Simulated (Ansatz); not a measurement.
Crystal: P.

```
P
1.0
     1.72573    0.99635    3.12968
    -1.72573    0.99635    3.12968
     0.00000   -1.99270    3.12968
P
2
Direct
  0.77292 0.77292 0.77292
  0.22708 0.22708 0.22708
```

This isn't the form of P at room conditions, which is orthorhombic.

| Property | Result |
| --- | --- |
| Program | Ansatz 0.2.0 |
| Task | relaxation of cell and atoms |
| Functional | r2SCAN |
| Dispersion | D3(BJ) |
| Potentials or basis | Ansatz PAW |
| Cutoff | 500 eV (not typed: the program's choice for these potentials) |
| k mesh | 9 × 9 × 9 |
| Occupations | fermi-dirac, width 0.05 eV |
| Spin | no spin polarisation |

At the start: volume 16.14 Å³/atom.

How do energy, volume and symmetry change on relaxing?

It ends after 6 steps and the volume is 15.56 Å³/atom (-3.6 %); space group R-3m (No. 166, to 0.05 Å).

The path:
```tsv
step	energy change (eV)	largest force (eV/Å)	volume (Å³)
1	0.0000	0.0365	32.29
2	-0.0050	0.0372	31.71
3	-0.0075	0.0278	31.03
4	-0.0076	0.0256	31.13
5	-0.0076	0.0002	31.11
6	-0.0075	0.0002	31.11
```

Final structure:
```xyz
2
Lattice="1.7226 0.9945 3.0270 -1.7226 0.9945 3.0270 0.0000 -1.9890 3.0270" Properties=species:S:1:pos:R:3 pbc="T T T"
P     0.0000    0.0000    6.9970
P     0.0000    0.0000    2.0840
```

Caveat: the plane-wave basis is chosen anew once the cell has moved, so the energies of steps on either side of that aren't comparable; pairwise dispersion overbinds metals, which lowers pressure and volume; the PAW data sets come from PBE, with cores solved anew for the run's functional, which leaves a small shift of forces and pressure; the dispersion damping was fitted for another functional or another form of the correction.
